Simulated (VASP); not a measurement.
# BN (P6_3/mmc) in VASP: a series of runs, part 2 of 2

VASP 6.6.1. The steps go on from the part before.

## (3) Optical spectrum, LDA

Contents of INCAR:

```
PREC     = Accurate       # precision mode
ENCUT    = 520            # plane-wave cutoff, eV
EDIFF    = 1E-7           # SCF threshold, eV
ISMEAR   = 0              # smearing method
SIGMA    = 0.02           # smearing width, eV
LREAL    = F              # projectors in reciprocal space
LASPH    = T              # aspherical terms in the spheres
NELM     = 60             # most SCF steps
ALGO     = Fast           # electronic algorithm
ISIF     = 2              # what is computed and relaxed
LWAVE    = F              # write WAVECAR
LCHARG   = F              # write CHGCAR
LOPTICS  = T              # frequency-dependent dielectric function
NBANDS   = 56             # bands
NEDOS    = 2000           # points of the DOS
CSHIFT   = 0.1
```

Contents of KPOINTS:

```
Automatic mesh
0
Gamma
  21 21 8
```

Contents of POSCAR:

```
BN                                      
1.0
    2.4907375349      0.0000000000      0.0000000000
   -1.2453687675      2.1570419747     -0.0000000000
    0.0000000000     -0.0000000000      6.4610730214
  B               N             
     2     2
Direct
     0.3333333300000021    0.6666666699999979    0.2500000000000000
     0.6666666699999979    0.3333333300000021    0.7500000000000000
     0.3333333300000021    0.6666666699999979    0.7500000000000000
     0.6666666699999979    0.3333333300000021    0.2500000000000000
```

Potentials or basis: VASP PAW LDA potentials, release 64 (B, N).

On the command line:

```bash
$ cat potpaw_LDA.64/B/POTCAR potpaw_LDA.64/N/POTCAR > POTCAR
$ mpirun -np 1 vasp_std > vasp.out
```

OUTCAR:

```text
PREC = Accurate
   ENCUT = 520
   EDIFF = 1E-7
   ISMEAR = 0
   LREAL = F
   LASPH = T
   NELM = 60
   ISIF = 2

 ion  position               nearest neighbor table
   1  0.333  0.667  0.250-   4 1.44   4 1.44   4 1.44
   2  0.667  0.333  0.750-   3 1.44   3 1.44   3 1.44
   3  0.333  0.667  0.750-   2 1.44   2 1.44   2 1.44
   4  0.667  0.333  0.250-   1 1.44   1 1.44   1 1.44

  LATTYP: Found a hexagonal cell.
 ALAT       =     2.4907375349
 C/A-ratio  =     2.5940400909

  Lattice vectors:

 A1 = (   2.4907375349,   0.0000000000,   0.0000000000)
 A2 = (  -1.2453687675,   2.1570419747,   0.0000000000)
 A3 = (   0.0000000000,   0.0000000000,   6.4610730214)

Analysis of symmetry for initial positions (statically):
[... 790 lines left out ...]
     2.02205     0.04619     0.04619     0.01311    -0.00000     0.00000     0.00000
     3.03308     0.10921     0.10921     0.02883    -0.00000    -0.00000     0.00000
     4.04411     0.43694     0.43694     0.11625    -0.00000    -0.00000    -0.00000
     5.05513     6.50542     6.50542     1.46869    -0.00000     0.00000     0.00000
[... 92 lines left out ...]
    99.08061     0.00014     0.00014     0.00015    -0.00000     0.00000    -0.00000
   100.09163     0.00014     0.00014     0.00015    -0.00000     0.00000    -0.00000

  frequency dependent      REAL DIELECTRIC FUNCTION (independent particle, no local field effects) density-density
     E(ev)        X           Y           Z          XY          YZ          ZX
  --------------------------------------------------------------------------------------------------------------
     0.00000     5.06842     5.06842     3.24033    -0.00000     0.00000     0.00000
     1.01103     5.15919     5.15919     3.26761    -0.00000     0.00000     0.00000
     2.02205     5.47257     5.47257     3.35871    -0.00000     0.00000     0.00000
     3.03308     6.20066     6.20066     3.55730    -0.00000     0.00000     0.00000
     4.04411     8.34333     8.34333     4.11229    -0.00000    -0.00000     0.00000
     5.05513     8.95003     8.95003     3.38412    -0.00000     0.00000     0.00000
[... 92 lines left out ...]
    99.08061     0.93638     0.93638     0.93560     0.00000    -0.00000     0.00000
   100.09163     0.93779     0.93779     0.93710     0.00000    -0.00000     0.00000

  frequency dependent IMAGINARY DIELECTRIC FUNCTION (independent particle, no local field effects) current-current
     E(ev)      X         Y         Z        XY        YZ        ZX
  --------------------------------------------------------------------------------------------------------------
     0.00000    16.09387    16.09387     8.86314    -0.00000    -0.00000    -0.00000
     1.01103     0.84113     0.84113     0.45406    -0.00000    -0.00000    -0.00000
     2.02205     0.48844     0.48844     0.24638    -0.00000    -0.00000    -0.00000
     3.03308     0.45201     0.45201     0.19743    -0.00000    -0.00000    -0.00000
     4.04411     0.79999     0.79999     0.27015    -0.00000    -0.00000    -0.00000
     5.05513     6.81727     6.81727     1.56202    -0.00000    -0.00000    -0.00000
[... 92 lines left out ...]
    99.08061     0.00001     0.00001     0.00002    -0.00000     0.00000    -0.00000
   100.09163     0.00001     0.00001     0.00002    -0.00000     0.00000    -0.00000

  frequency dependent      REAL DIELECTRIC FUNCTION (independent particle, no local field effects) current-current
     E(ev)        X           Y           Z          XY          YZ          ZX
  --------------------------------------------------------------------------------------------------------------
     0.00000     5.06417     5.06417     3.23911    -0.00000    -0.00000    -0.00000
     1.01103     5.15445     5.15445     3.26626    -0.00000    -0.00000    -0.00000
     2.02205     5.46684     5.46684     3.35715    -0.00000    -0.00000    -0.00000
     3.03308     6.19208     6.19208     3.55509    -0.00000    -0.00000    -0.00000
     4.04411     8.31992     8.31992     4.10615    -0.00000    -0.00000    -0.00000
     5.05513     8.69194     8.69194     3.32585    -0.00000    -0.00000    -0.00000
[... 92 lines left out ...]
    99.08061     0.93638     0.93638     0.93560     0.00000     0.00000     0.00000
   100.09163     0.93780     0.93780     0.93710     0.00000     0.00000     0.00000
```

stdout:

```text
POSCAR found type information on POSCAR B N
 POSCAR found :  2 types and       4 ions
 scaLAPACK will be used
 LDA part: xc-table for (Slater(with rela. corr.)+CA(PZ))
 , standard interpolation
 POSCAR, INCAR and KPOINTS ok, starting setup
 FFT: planning ... GRIDC
 FFT: planning ... GRID_SOFT
 FFT: planning ... GRID
 WAVECAR not read
 entering main loop
 optical routines
 imaginary and real dielectric function
 recalculating local potential from charge density
 direction            1
 direction            2
 direction            3
```

Wall time 2.5 min (1 thread of Intel Xeon 6975P-C (Granite Rapids), shared host); peak memory 0.5 GiB.

What came out:

```
Free energy            : -38.5806 eV
Pressure               : 0.0 GPa
Band gap on the k mesh : 4.04 eV, indirect (least direct gap 4.45 eV)
```

Dielectric function (mean over the directions given):
```tsv
energy (eV)	real part	imaginary part
0.25	4.46	0.00
0.76	4.50	0.01
1.26	4.57	0.02
1.77	4.69	0.03
2.27	4.87	0.04
2.78	5.13	0.07
3.29	5.56	0.11
3.79	6.29	0.20
4.30	8.05	0.70
4.80	7.83	5.01
5.31	6.58	7.78
5.81	1.18	7.01
6.32	-0.11	3.60
6.82	0.31	2.41
7.33	0.97	1.97
7.84	1.63	1.35
8.34	2.15	1.06
8.85	2.88	0.88
9.35	3.89	1.83
9.86	2.10	2.93
10.36	2.88	2.58
10.87	2.31	1.65
11.37	2.41	1.89
11.88	2.60	1.45
12.39	3.95	1.42
12.89	6.25	3.21
13.40	3.61	6.23
13.90	2.49	6.31
14.41	-0.30	6.38
14.91	-1.27	3.62
15.42	-1.27	3.95
15.92	-0.75	2.46
16.43	-0.56	2.21
16.93	-0.65	2.33
17.44	-0.28	1.71
17.95	-0.25	2.03
18.45	-0.57	1.67
18.96	-0.30	1.45
19.46	-0.48	1.44
19.97	-0.23	1.37
```

Caveat: independent-particle spectra lack excitons; an odd mesh through Γ misses points on the zone boundary, where band edges often lie. LDA gaps usually lie below the measured ones, often by a third to a half.
